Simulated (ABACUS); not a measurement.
## Sc under changes of volume

One of the cells (23.086 Å³/atom); the others are scaled copies at fixed shape and fractional positions:

```
Sc
1.0
     0.00000    2.26000    2.26000
     2.26000    0.00000    2.26000
     2.26000    2.26000    0.00000
Sc
1
Cartesian
  0.0000 0.0000 0.0000
```

This isn't the form of Sc at room conditions, which is hcp.

* Program: ABACUS 3.10.1
* Functional: PBE
* Potentials or basis: PseudoDojo NC SR 0.4.1 PBE standard
* Cutoff: 1361 eV
* Density cutoff: 5442 eV
* Basis: TZDP LCAO (the cutoffs set its grid)
* k mesh: 10 × 10 × 10
* Occupations: fermi-dirac, width 0.05 eV
* Spin: no spin polarisation

```tsv
volume (Å³/atom)	energy over the lowest point (meV/atom)	pressure (GPa)
21.701	69.89	8.3
22.163	48.37	6.7
22.625	31.18	5.3
23.086	?	?
23.548	8.71	2.7
24.010	2.73	1.6
24.472	0.00	0.5
```

**Question.** What does the run at 23.086 Å³/atom give?

**Answer.** Energy over the lowest point 18.10 meV/atom; pressure 3.9 GPa.

Worked out: A Birch-Murnaghan fit of order 3 (a polynomial in V^(-2/3)) to the other rows has its minimum at 24.67 Å³/atom, just outside them, with B0 = V·E''(V) = 53 GPa and B' = 3.1. It gives 18.09 meV/atom at 23.086 Å³/atom, against the run's 18.10, and -dE/dV = 3.9 GPa, against 3.9.

Energies are extrapolated to zero smearing.

Caveats: the atomic orbitals were generated for these runs and aren't a published set; the basis of atomic orbitals isn't converged, which shifts pressures, moduli and gaps.
